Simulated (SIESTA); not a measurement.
Crystal: Pd.

```
Pd
1.0
     0.00000    1.94650    1.94650
     1.94650    0.00000    1.94650
     1.94650    1.94650    0.00000
Pd
1
Direct
  0.00000 0.00000 0.00000
```

* Program: SIESTA 5.4.2
* Task: single point
* Functional: PBE
* Potentials or basis: PseudoDojo 0.4 standard (PBE files)
* Basis: DZP (energy shift 0.002 Ry)
* Grid cutoff: 800 Ry
* Energy shift: 0.002 Ry
* k mesh: 12 × 12 × 12
* Occupations: fermi-dirac, width 0.05 eV
* Spin: no spin polarisation

On this cell: pressure 5.8 GPa; band gap on the k mesh none (metal or under the smearing width).

The same run follows on a disturbed copy (cell strained at random at fixed volume):

```xyz
1
Lattice="-0.0111 1.9552 1.9419 1.9711 0.0063 1.9244 1.9644 1.9311 0.0130" Properties=species:S:1:pos:R:3 pbc="T T T"
Pd   -0.0396    0.0408    0.0136
```

Q: What changes?

A: The energy (extrapolated to zero smearing) moves by +1.8 meV/atom; pressure 6.0 GPa; band gap on the k mesh none (metal or under the smearing width).

Stress tensor (GPa, compression positive):
```
 5.30  0.64  0.19
 0.64  6.24 -1.51
 0.19 -1.51  6.38
```

Caveats: semicore shells carry a single zeta, which can move pressures by several GPa and volumes by a few percent; the basis of atomic orbitals isn't converged, which shifts pressures, moduli and gaps.
